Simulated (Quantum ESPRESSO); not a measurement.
Runs of Quantum ESPRESSO 7.5 on Tl. The typed cell holds 1 atom: a = 3.490 Å, b = 3.460 Å, c = 3.277 Å, α = 62.04°, β = 64.80°, γ = 62.59°. This isn't the form of Tl at room conditions, which is hcp.

| task | level | potentials or basis | cell | k mesh | cutoff (eV) | smearing | most ionic steps | forc conv thr | etot conv thr | ion dynamics | cell dynamics | mesh quality | gap on the mesh (eV) | pressure (GPa) |
| --- | --- | --- | --- | --- | --- | --- | --- | --- | --- | --- | --- | --- | --- | --- |
| relaxation of cell and atoms | BLYP+D3(BJ) | GBRV 1.5 LDA | relaxed to 0.3 kbar | 6 × 6 × 7 | 612 | fermi-dirac 0.2 eV | 40 | 0.0004 Ry/bohr | 1e-05 Ry | bfgs | bfgs | coarse | none | 0.1 |
| single point | PBE | SSSP 1.3 efficiency PBE | as given | 9 × 9 × 10 | 748 | fermi-dirac 0.05 eV | - | - | - | - | - | not flagged | none | 1.1 |
| single point | PW91 | Ansatz NC SR PBE | as given | 9 × 9 × 10 | 816 | fermi-dirac 0.136 eV | - | - | - | - | - | not flagged | none | 1.5 |
| single point | RPBE | SSSP 1.3 efficiency PBE | as given | 9 × 9 × 10 | 748 | fermi-dirac 0.1 eV | - | - | - | - | - | not flagged | none | (a) |

Alike in all rows: no spin polarisation.

**Question.** Fill in the values left out.

**Answer.** (a) 3.0.

Caveats: some runs use coarse meshes; the potentials were made for another functional, which shifts forces and pressure (some runs); pairwise dispersion overbinds metals, which lowers pressure and volume (some runs).

A k mesh can miss the band edges, and the runs leave out spin-orbit coupling on Tl.

A gap of «none» marks a metal or a gap under the smearing width.
